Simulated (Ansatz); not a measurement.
# ZrH$_{2}$: single point, HSE06-type hybrid with a screening parameter of 0.3 Å⁻¹ (computed with Ansatz 0.2.0, plane waves, PAW)

```yaml
crystal:
  lattice:
    - [0.00000, 2.40445, 2.40445]
    - [2.40445, 0.00000, 2.40445]
    - [2.40445, 2.40445, 0.00000]
  atoms:
    - { symbol: Zr, position: [0.00000, 0.00000, 0.00000] }
    - { symbol: H, position: [0.25000, 0.25000, 0.25000] }
    - { symbol: H, position: [0.75000, 0.75000, 0.75000] }
```

Command:

```bash
ansatz run input.yaml --threads 4 --pin off --max-ram 6144MiB --backend cpu --events-out ev --progress --plain --runs-dir out
```

input.yaml:

```yaml
crystal:
  lattice:
    - [0.0, 2.4044520248, 2.4044520248]
    - [2.4044520248, 0.0, 2.4044520248]
    - [2.4044520248, 2.4044520248, 0.0]
  atoms:
    - { symbol: Zr, position: [0.0, 0.0, 0.0] }
    - { symbol: H, position: [0.25, 0.25, 0.25] }
    - { symbol: H, position: [0.75, 0.75, 0.75] }
basis:
  ecutwfc: 420
  ecutrho_ratio: 4
kpoints:
  mp_grid: { grid: [6, 6, 6] }
hamiltonian:
  xc: { preset: hse06, exx: { coeff: 0.25, omega: 0.3 } }
scf:
  occupations: { method: gaussian, width: 0.05 }
  n_extra_bands: 10
output:
  forces: true
  stress: true
  eigenvalues: true
  populations: true
  dos: { projected: true, de: 0.02 }
  write_density: true
  write_potential: true
  elf: true
  volumetric_format: npy
```

Output (shortened):

```
scf.n_extra_bands = 10 over 7 filled bands (N_el = 14.0): the run solves 17 bands
Engine: ansatz 0.2.0, x86_64-unknown-linux-gnu
Crystal: 3 atoms, lattice volume = 27.802 Å³
Basis set: ecut = 420 eV, 537 PW (Γ), exchange–correlation on 48×48×48 points (8 copies of the dense FFT grid, shifted against one another)
Bands: 17, of which v1, the nominal top of the filled ones, is band 7 counted from 1 (6 counted from 0)
Symmetry: 48 space group operations
Space group: Fm-3m (ITA 225), of the structure as read, at distance tolerance 3.0e-5 Å
k-points: 16 of 216
Initial wavefunctions: pseudopotential atomic-orbital guess
Functional: x = pbe(κ = 0.804, μ = 0.2195149727645171), c = pbe(β = 0.06672455060314922), warm-up for x = pbe(κ = 0.804, μ = 0.2195149727645171) + 0.25 (exact − pbe) at short range (hse, ω = 0.3 Å⁻¹), c = pbe(β = 0.06672455060314922)
[…]
SCF 3 converged in 3 iterations: F = -4219.736917 eV  dr2 = 9.79e-9
  Residual-converged pass: ⟨swp⟩=3.0  Hψ=501  notcnv=0  max |occ|·‖R‖ = 1.7e-6 eV (tolerance 2.4e-6 eV)  dr2=9.85e-9  dr2_onsite=5.43e-10  max |Δocc| = 2.6e-10
hybrid outer 2: dexx = +3.589e-7 eV, tail = 2.21e-8 eV, Δε = 1.18e-3 eV (about 8.00e-5 eV left of the loop's levels)
hybrid SCF converged: 2 outer / 8 inner (+6 warm-up), last move |dexx| = 3.59e-7 eV, tail = 2.21e-8 eV
Stability not checked: this state was not tested for a lower state beside it, because the functional holds exact exchange (a hybrid, or Hartree-Fock), whose exchange loop this test does not read (fock_operator; see scf.lower_state_search)
Free energy (F): -4219.736917 eV
Frozen-core exchange: fock
Harris-Foulkes:  -4219.736917 eV  (|F-HF|=7.37e-10)
Internal energy: -4219.733467 eV  (E = F + TS)
E sigma→0 (E₀):  -4219.735192 eV
Entropy (-TS):   -0.003450 eV (-1.150 meV/atom)
Fermi energy:    13.034176 eV
--- Forces (eV/Å), atoms counted from 1 ---
  atom   1  Zr    -0.00000000     0.00000000    -0.00000000
  atom   2  H      0.00000000    -0.00000000    -0.00000000
  atom   3  H      0.00000000    -0.00000000    -0.00000000
--- Stress (GPa, compression-positive) ---
       -2.528937       0.000000      -0.000000
       -0.000000      -2.528937       0.000000
       -0.000000      -0.000000      -2.528937
  P = ⅓ Tr σ = -2.5289 GPa (-25.289 kbar)
--- Löwdin populations: 3 sites ---
  site symbol       q [e]
     0     Zr     11.5556
     1      H      1.1859
     2      H      1.1859
  spilling = 0.005190 (of n_electrons = 14.000000)
```

In short: gap on the mesh zero (metallic on this mesh); pressure -2.5 GPa.

Time: 6 s on 4 threads of Intel(R) Xeon(R) Platinum 8488C (Sapphire Rapids), with other jobs on the host, peak memory 0.94 GiB.

Caveats: exact exchange suits metals badly: it thins the states at the Fermi level; filled bands differ between k-points; stress loosely converged; the mesh of this hybrid run is coarse for a metal; the structure is a database's computed cell or a hypothetical one, not a measured crystal.
